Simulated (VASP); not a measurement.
A run of VASP 6.6.1 is set up as follows.

The input INCAR:

```
PREC = Accurate
ENCUT = 600
EDIFF = 1E-6
ISMEAR = 0
SIGMA = 0.1
LREAL = False
LASPH = True
NELM = 100
ALGO = Normal
ISIF = 3
LWAVE = False
LCHARG = False
GGA = PS
IBRION = 2
NSW = 100
EDIFFG = -0.005
```

The input KPOINTS:

```
regular mesh
0
Gamma
  15 15 8
```

File POSCAR:

```
Sb
1.0
    3.3690001795      0.0000000000      0.0000000000
   -1.6845000898      2.9176397408      0.0000000000
    0.0000000000      0.0000000000      5.3300000000
Sb
2
Direct
    0.3333333333      0.6666666667      0.2500000000
    0.6666666667      0.3333333333      0.7500000000
```

Potentials or basis: VASP PAW PBE potentials, release 64 (Sb).

Run with:

```bash
$ cat potpaw_PBE.64/Sb/POTCAR > POTCAR
$ mpirun -np 1 vasp_std > vasp.out
```

(1) Estimate the space group after relaxing (to 0.05 Å).

(2) Estimate the relaxed volume.

(3) What does it give for the relaxed cell?

(4) What does it give for the band gap on the k mesh?

## Answers

(1) P6_3/mmc (No. 194).

(2) 26.15 Å³/atom.

(3) a = 3.316 Å, b = 3.316 Å, c = 5.491 Å, α = 90.00°, β = 90.00°, γ = 120.00°.

(4) none (metal or under the smearing width).

Caveat: the PAW data sets were made with another functional, which shifts forces and pressure a little.
